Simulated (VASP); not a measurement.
# BaH (P4/mmm) in VASP: density of states with AM05

Aim: the density of states of BaH with AM05.

Everything below comes from runs of VASP 6.6.1. Logs are shortened: lines on timing, memory, paths and dates and some standing lists are left out, and cuts for length are marked.

### Step 1. Starting point

Symmetry: P4/mmm, No. 123, tetragonal system. Conventional cell: a = 3.934 Å, b = 3.934 Å, c = 3.484 Å, α = 90.00°, β = 90.00°, γ = 90.00°. Ba (site symmetry 4/mmm) is surrounded by 4 H at 2.78 Å. Around H (site symmetry 4/mmm) lie 4 Ba at 2.78 Å.

The cell was built by a generator and needn't be a form met in nature.

### Step 2. Density of states, AM05

File BaH.cif:

```cif
data_BaH
_cell_length_a 3.93366996
_cell_length_b 3.93366996
_cell_length_c 3.48387908
_cell_angle_alpha 90.00000000
_cell_angle_beta 90.00000000
_cell_angle_gamma 90.00000000
_space_group_name_H-M_alt 'P4/mmm'
_space_group_name_Hall '-P 4 2'
_space_group_IT_number 123
loop_
_space_group_symop_operation_xyz
'x,y,z'
'-x,-y,-z'
'-y,x,z'
'y,-x,-z'
'-x,-y,z'
'x,y,-z'
'y,-x,z'
'-y,x,-z'
'x,-y,-z'
'-x,y,z'
'-y,-x,-z'
'y,x,z'
'-x,y,-z'
'x,-y,z'
'y,x,-z'
'-y,-x,z'
loop_
_atom_site_label
_atom_site_type_symbol
_atom_site_symmetry_multiplicity
_atom_site_Wyckoff_symbol
_atom_site_fract_x
_atom_site_fract_y
_atom_site_fract_z
_atom_site_occupancy
Ba1 Ba 1 c 0.5000000000 0.5000000000 0.0000000000 1
H1 H 1 a 0.0000000000 0.0000000000 0.0000000000 1
```

File POSCAR:

```
Ba H 
 1.0000000000000000
     3.9336699600000000    0.0000000000000000    0.0000000000000000
     0.0000000000000000    3.9336699600000000    0.0000000000000000
     0.0000000000000000    0.0000000000000000    3.4838790799999999
 Ba  H  
   1   1
Cartesian
  1.9668349800000000  1.9668349800000000  0.0000000000000000
  0.0000000000000000  0.0000000000000000  0.0000000000000000
```

File INCAR.step1:

```
SYSTEM = BaH
PREC = Accurate
ENCUT = 520
EDIFF = 1E-7
ISMEAR = -1
SIGMA = 0.02
LREAL = .False.
LASPH = .True.
NELM = 60
ALGO = Normal
ISIF = 2
LWAVE = .False.
LCHARG = .True.
GGA = AM
```

File KPOINTS.step1:

```
regular mesh
0
Gamma
  7 7 8
  0 0 0
```

File INCAR.step2:

```
SYSTEM = BaH
PREC = Accurate
ENCUT = 520
EDIFF = 1E-7
ISMEAR = -5
SIGMA = 0.02
LREAL = .False.
LASPH = .True.
NELM = 60
ALGO = Normal
ISIF = 2
LWAVE = .False.
LCHARG = .False.
GGA = AM
LORBIT = 11
NEDOS = 2001
ICHARG = 11
```

File KPOINTS.step2:

```
regular mesh
0
Gamma
  11 11 12
  0 0 0
```

Potentials or basis: VASP PAW PBE potentials, release 64 (Ba_sv, H).

Run with:

```bash
$ ase convert -i cif -o vasp BaH.cif POSCAR
$ cat potpaw_PBE.64/Ba_sv/POTCAR potpaw_PBE.64/H/POTCAR > POTCAR
$ cp INCAR.step1 INCAR
$ cp KPOINTS.step1 KPOINTS
$ mpirun -np 1 vasp_std > vasp.out
$ cp INCAR.step2 INCAR
$ cp KPOINTS.step2 KPOINTS
$ mpirun -np 1 vasp_std > vasp.out
```

OUTCAR:

```text
SYSTEM = BaH
   PREC = Accurate
   ENCUT = 520
   EDIFF = 1E-7
   ISMEAR = -5
   LREAL = .False.
   LASPH = .True.
   NELM = 60
   ISIF = 2
   GGA = AM
   LORBIT = 11
   ICHARG = 11

 ion  position               nearest neighbor table
   1  0.500  0.500  0.000-   2 2.78   2 2.78   2 2.78   2 2.78
   2  0.000  0.000  0.000-   1 2.78   1 2.78   1 2.78   1 2.78

  LATTYP: Found a simple tetragonal cell.
 ALAT       =     3.9336699600
 C/A-ratio  =     0.8856561723

  Lattice vectors:

 A1 = (   3.9336699600,   0.0000000000,   0.0000000000)
 A2 = (   0.0000000000,   3.9336699600,   0.0000000000)
 A3 = (   0.0000000000,   0.0000000000,   3.4838790800)

Analysis of symmetry for initial positions (statically):
=====================================================================
 Subroutine PRICEL returns:
 Original cell was already a primitive cell.

 Routine SETGRP: Setting up the symmetry group for a
 simple tetragonal supercell.

 Subroutine GETGRP returns: Found 16 space group operations
 (whereof 16 operations were pure point group operations)
 out of a pool of 16 trial point group operations.

The static configuration has the point symmetry D_4h.

Analysis of symmetry for dynamics (positions and initial velocities):
=====================================================================
 Subroutine PRICEL returns:
 Original cell was already a primitive cell.

 Routine SETGRP: Setting up the symmetry group for a
 simple tetragonal supercell.

 Subroutine GETGRP returns: Found 16 space group operations
 (whereof 16 operations were pure point group operations)
 out of a pool of 16 trial point group operations.

The dynamic configuration has the point symmetry D_4h.

 Subroutine INISYM returns: Found 16 space group operations
 (whereof 16 operations are pure point group operations),
 and found     1 'primitive' translations

----------------------------------------------------------------------------------------

                                     Primitive cell

  volume of cell :      53.9087

  direct lattice vectors                    reciprocal lattice vectors
     3.933669960  0.000000000  0.000000000     0.254215532  0.000000000  0.000000000
     0.000000000  3.933669960  0.000000000     0.000000000  0.254215532  0.000000000
     0.000000000  0.000000000  3.483879080     0.000000000  0.000000000  0.287036369

  length of vectors
     3.933669960  3.933669960  3.483879080     0.254215532  0.254215532  0.287036369

  position of ions in fractional coordinates (direct lattice)
     0.500000000  0.500000000  0.000000000
     0.000000000  0.000000000  0.000000000

  ion indices of the primitive-cell ions
   primitive index   ion index
                 1           1
                 2           2

----------------------------------------------------------------------------------------

 KPOINTS: regular mesh

Automatic generation of k-mesh.
 Grid dimensions read from file:
 generate k-points for:   11   11   12

 Generating k-lattice:

  Cartesian coordinates                     Fractional coordinates (reciprocal lattice)
     0.023110503  0.000000000  0.000000000     0.090909091  0.000000000  0.000000000
     0.000000000  0.023110503  0.000000000     0.000000000  0.090909091  0.000000000
     0.000000000  0.000000000  0.023919697     0.000000000  0.000000000  0.083333333

  Length of vectors
     0.023110503  0.023110503  0.023919697

  Shift w.r.t. Gamma in fractional coordinates (k-lattice)
     0.000000000  0.000000000  0.000000000

 TETIRR: Found   2166 inequivalent tetrahedra from     8712

 Subroutine IBZKPT returns following result:
 ===========================================

 Found    147 irreducible k-points:

 Following reciprocal coordinates:
            Coordinates               Weight
  0.000000  0.000000  0.000000      1.000000
  0.090909  0.000000  0.000000      4.000000
  0.181818  0.000000  0.000000      4.000000
  0.272727  0.000000  0.000000      4.000000
  0.363636  0.000000  0.000000      4.000000
  0.454545  0.000000  0.000000      4.000000
[... 16 lines left out ...]
  0.090909  0.000000  0.083333      8.000000
  0.181818  0.000000  0.083333      8.000000
 [... further k-points ...]
   k-points           NKPTS =    147   k-points in BZ     NKDIM =    147   number of bands    NBANDS=      9
   number of dos      NEDOS =   2001   number of ions     NIONS =      2
   total plane-waves  NPLWV =  25200
   dimension x,y,z NGX =    30 NGY =   30 NGZ =   28
   dimension x,y,z NGXF=    60 NGYF=   60 NGZF=   56
   ions per type =               1   1
   NGX,Y,Z   is equivalent  to a cutoff of  12.68, 12.68, 13.36 a.u.
   NGXF,Y,Z  is equivalent  to a cutoff of  25.36, 25.36, 26.72 a.u.
 SYSTEM =  BaH
   PREC   = accura    normal or accurate (medium, high low for compatibility)
   ISTART =      0    job   : 0-new  1-cont  2-samecut
   ICHARG =     11    charge: 1-file 2-atom 10-const
   ISPIN  =      1    spin polarized calculation?
   LNONCOLLINEAR =      F non collinear calculations
   LSORBIT =      F    spin-orbit coupling
   LASPH  =      T    aspherical Exc in radial PAW
   ENCUT  =  520.0 eV  38.22 Ry    6.18 a.u.   7.31  7.31  6.48*2*pi/ulx,y,z
   NELM   =     60;   NELMIN=  2; NELMDL=  0     # of ELM steps
   EDIFF  = 0.1E-06   stopping-criterion for ELM
   LREAL  =      F    real-space projection
   EDIFFG = 0.1E-05   stopping-criterion for IOM
   NSW    =      0    number of steps for IOM
   IBRION =     -1    ionic relax: 0-MD 1-quasi-New 2-CG
   NFREE  =      0    steps in history (QN), initial steepest desc. (CG)
   ISIF   =      2    stress and relaxation
   ISYM   =      2    0-nonsym 1-usesym 2-fastsym
   POTIM  = 0.5000    time-step for ionic-motion
   TEBEG  =    0.0;   TEEND  =   0.0 temperature during run
   PSTRESS=    0.0 pullay stress
   NELECT =      11.0000    total number of electrons
   NUPDOWN=      -1.0000    fix difference up-down
   EMIN   =  10.00;   EMAX   =-10.00  energy-range for DOS
   EFERMI =   0.00;   METHOD = LEGACY
   ISMEAR =    -5;   SIGMA  =   0.02  broadening in eV -4-tet -1-fermi 0-gaus
   EFERMI_NEDOS =   21; number of points for ismear=-14 and -15
   IALGO  =     38    algorithm
   IMIX   =      4    mixing-type and parameters
     AMIX     =   0.40;   BMIX     =  1.00
     AMIX_MAG =   1.60;   BMIX_MAG =  1.00
  volume/ion in A,a.u.               =      26.95       181.90
  Fermi-wavevector in a.u.,A,eV,Ry     =   0.963798  1.821314 12.638545  0.928907
  Thomas-Fermi vector in A             =   2.093375
   LORBIT       =     11    0 simple, 1 ext, 2 COOP (PROOUT), +10 PAW based schemes
   GGA     = AM    functional components
   LHFCALC =     F    Hartree Fock is set to
   AEXX    =    0.0000 exact exchange contribution
   IVDW    =     0    specifies the selected vdW correction
   LEPSILON=     F    determine dielectric tensor
   LRPA    =     F    only Hartree local field effects (RPA)
 non-spin polarized calculation
 Fermi weights with tetrahedron method with Bloechl corrections
  energy-cutoff  :      520.00
  volume of cell :       53.91
 maximum number of plane-waves:      1477
 NGX is ok and might be reduce to    30

 number of electron      11.0000001 magnetization

 Free energy of the ion-electron system (eV)
  ---------------------------------------------------
  ext. energy  EPLUGINS =         0.00000000
  ---------------------------------------------------
  free energy    TOTEN  =        -5.14122117 eV

  energy without entropy =       -5.14122117  energy(sigma->0) =       -5.14122117

 E-fermi :   2.3349     XC(G=0):  -8.2200

 val. band max:        2.3604042527   @ k =   0.3636   0.3636   0.3333
 cond. band min:       2.2588029293   @ k =   0.3636   0.3636   0.4167
 fundamental gap:     -0.1016013234
 Fermi energy:         2.3349029227

 k-point     1 :       0.0000    0.0000    0.0000
  band No.  band energies     occupation
      1     -26.6603      2.00000
      2     -11.4377      2.00000
      3     -11.4377      2.00000
      4     -10.9601      2.00000
      5      -2.4159      2.00000
      6       1.6455      2.00000
      7       2.2742      1.00840
      8       7.2528      0.00000
      9       7.7826      0.00000

 k-point     2 :       0.0909    0.0000    0.0000
  band No.  band energies     occupation
      1     -26.6551      2.00000
      2     -11.5124      2.00000
      3     -11.4315      2.00000
      4     -10.9554      2.00000
      5      -2.2829      2.00000
      6       1.6803      2.00000
      7       2.3765      0.02724
      8       6.8098      0.00000
      9       7.3355      0.00000

 k-point     3 :       0.1818    0.0000    0.0000
  band No.  band energies     occupation
      1     -26.6412      2.00000
      2     -11.7047      2.00000
      3     -11.4147      2.00000
      4     -10.9425      2.00000
      5      -1.9201      2.00000
      6       1.7711      2.00000
      7       2.6031      0.00000
      8       6.0410      0.00000
      9       6.6617      0.00000

 k-point     4 :       0.2727    0.0000    0.0000
  band No.  band energies     occupation
      1     -26.6229      2.00000
      2     -11.9408      2.00000
      3     -11.3925      2.00000
      4     -10.9256      2.00000
      5      -1.4104      2.00000
      6       1.8626      2.00000
      7       2.7115      0.00000
      8       5.3572      0.00000
      9       6.4117      0.00000

 k-point     5 :       0.3636    0.0000    0.0000
  band No.  band energies     occupation
      1     -26.6059      2.00000
      2     -12.1446      2.00000
      3     -11.3720      2.00000
      4     -10.9099      2.00000
      5      -0.8537      2.00000
      6       1.8053      2.00000
      7       2.6167      0.00000
      8       4.8689      0.00000
      9       6.6115      0.00000

 k-point     6 :       0.4545    0.0000    0.0000
  band No.  band energies     occupation
      1     -26.5957      2.00000
      2     -12.2605      2.00000
      3     -11.3597      2.00000
      4     -10.9006      2.00000
      5      -0.4155      2.00000
      6       1.5534      2.00000
      7       2.5804      0.00000
      8       4.6168      0.00000
      9       6.3247      0.00000
[... 169 lines left out ...]
 k-point    21 :       0.4545    0.4545    0.0000
  band No.  band energies     occupation
      1     -26.5346      2.00000
      2     -12.0884      2.00000
      3     -12.0838      2.00000
      4     -10.8444      2.00000
      5      -1.9187      2.00000
      6       2.6331      0.00000
      7       5.6513      0.00000
      8       5.6848      0.00000
      9       6.8121      0.00000

 k-point    22 :       0.0000    0.0000    0.0833
  band No.  band energies     occupation
      1     -26.6454      2.00000
      2     -11.4235      2.00000
      3     -11.4235      2.00000
      4     -11.1097      2.00000
      5      -2.3453      2.00000
      6       1.9329      2.02385
      7       2.3322      0.14449
      8       7.2898      0.00000
      9       7.7158      0.00000

 k-point    23 :       0.0909    0.0000    0.0833
  band No.  band energies     occupation
      1     -26.6403      2.00000
      2     -11.4978      2.00000
      3     -11.4173      2.00000
      4     -11.1044      2.00000
      5      -2.2137      2.00000
      6       1.9684      1.96169
      7       2.4333     -0.01871
      8       6.8313      0.00000
      9       7.4115      0.00000

 k-point    24 :       0.1818    0.0000    0.0833
  band No.  band energies     occupation
      1     -26.6264      2.00000
      2     -11.6888      2.00000
      3     -11.4006      2.00000
      4     -11.0902      2.00000
      5      -1.8547      2.00000
      6       2.0611      1.80414
      7       2.6561      0.00000
      8       6.0764      0.00000
      9       6.6061      0.00000

 [... further k-points ...]

------------------------ aborting loop because EDIFF is reached ----------------------------------------

  FORCE on cell =-STRESS in cart. coord.  units (eV):
  Direction    XX          YY          ZZ          XY          YZ          ZX
  --------------------------------------------------------------------------------------
  -------------------------------------------------------------------------------------
  Total       -1.0691898     -1.0691898      1.7750385      0.0000000      0.0000000      0.0000000
  in kB      -31.7765306    -31.7765306     52.7544926      0.0000000      0.0000000      0.0000000
  external PRESSURE =      -3.5995229 kB  Pullay stress =       0.0000000 kB

 VOLUME and BASIS-vectors are now :
 -----------------------------------------------------------------------------
  energy-cutoff  :      520.00
  volume of cell :       53.91
      direct lattice vectors                 reciprocal lattice vectors
     3.933669960  0.000000000  0.000000000     0.254215532  0.000000000  0.000000000
     0.000000000  3.933669960  0.000000000     0.000000000  0.254215532  0.000000000
     0.000000000  0.000000000  3.483879080     0.000000000  0.000000000  0.287036369

 POSITION                                       TOTAL-FORCE (eV/Angst)
 -----------------------------------------------------------------------------------
      1.96683      1.96683      0.00000         0.000000      0.000000      0.000000
      0.00000      0.00000      0.00000         0.000000      0.000000      0.000000
 -----------------------------------------------------------------------------------
    total drift:                                0.000000      0.000000      0.000000

  FREE ENERGIE OF THE ION-ELECTRON SYSTEM (eV)
  ---------------------------------------------------
  free  energy   TOTEN  =        -5.1412211681 eV

  energy  without entropy=       -5.1412211681  energy(sigma->0) =       -5.14122117

 total charge

# of ion       s       p       d       tot
------------------------------------------
    1        2.026   5.538   0.440   8.004
    2        0.482   0.002   0.000   0.483
--------------------------------------------------
tot          2.508   5.540   0.440   8.487
```

It took 81 s on 1 thread of AMD EPYC 7R43 (Zen 3), shared host; peak memory 0.18 GiB.

What came out:

| Quantity | Value |
| --- | --- |
| Valence electrons inside the program's atomic spheres | Ba 8.00; H 0.48 |

States per cell in windows of 1 eV (zero at the Fermi level; states under -8 eV left out):
| from (eV) | total | Ba1_d | H2_s | Ba1_p | Ba1_s | H2_p | H2_d |
| --- | --- | --- | --- | --- | --- | --- | --- |
| -8.0 | 0.00 | 0.00 | 0.00 | 0.00 | 0.00 | 0.00 | 0.00 |
| -7.0 | 0.00 | 0.00 | 0.00 | 0.00 | 0.00 | 0.00 | 0.00 |
| -6.0 | 0.00 | 0.00 | 0.00 | 0.00 | 0.00 | 0.00 | 0.00 |
| -5.0 | 0.16 | 0.01 | 0.03 | 0.00 | 0.01 | 0.00 | 0.00 |
| -4.0 | 1.16 | 0.07 | 0.26 | 0.04 | 0.03 | 0.00 | 0.00 |
| -3.0 | 0.67 | 0.03 | 0.17 | 0.04 | 0.01 | 0.00 | 0.00 |
| -2.0 | 0.08 | 0.02 | 0.00 | 0.00 | 0.00 | 0.00 | 0.00 |
| -1.0 | 0.94 | 0.30 | 0.01 | 0.01 | 0.04 | 0.00 | 0.00 |
| 0.0 | 2.03 | 0.72 | 0.02 | 0.05 | 0.06 | 0.00 | 0.00 |
| 1.0 | 1.04 | 0.40 | 0.01 | 0.04 | 0.02 | 0.00 | 0.00 |
| 2.0 | 1.67 | 0.76 | 0.01 | 0.05 | 0.02 | 0.01 | 0.00 |
| 3.0 | 1.54 | 0.71 | 0.02 | 0.03 | 0.03 | 0.01 | 0.00 |
| 4.0 | 0.64 | 0.28 | 0.01 | 0.02 | 0.01 | 0.00 | 0.00 |
| 5.0 | 0.06 | 0.02 | 0.00 | 0.00 | 0.00 | 0.00 | 0.00 |
| 6.0 | 0.01 | 0.00 | 0.00 | 0.00 | 0.00 | 0.00 | 0.00 |

Caveat: the PAW data sets were made with another functional, which shifts forces and pressure a little; tetrahedron occupations give inexact forces and stress in metals.

### Step 3. The reference run

An earlier run on the cell as given: functional PBE; potentials or basis VASP PAW PBE potentials, release 64 (Ba_sv, H); cutoff 520 eV; k mesh 7 × 7 × 8; occupations fermi-dirac, width 0.05 eV; no spin polarisation.

- Pressure: 0.1 GPa
- Band gap on the k mesh: none (metal or under the smearing width)
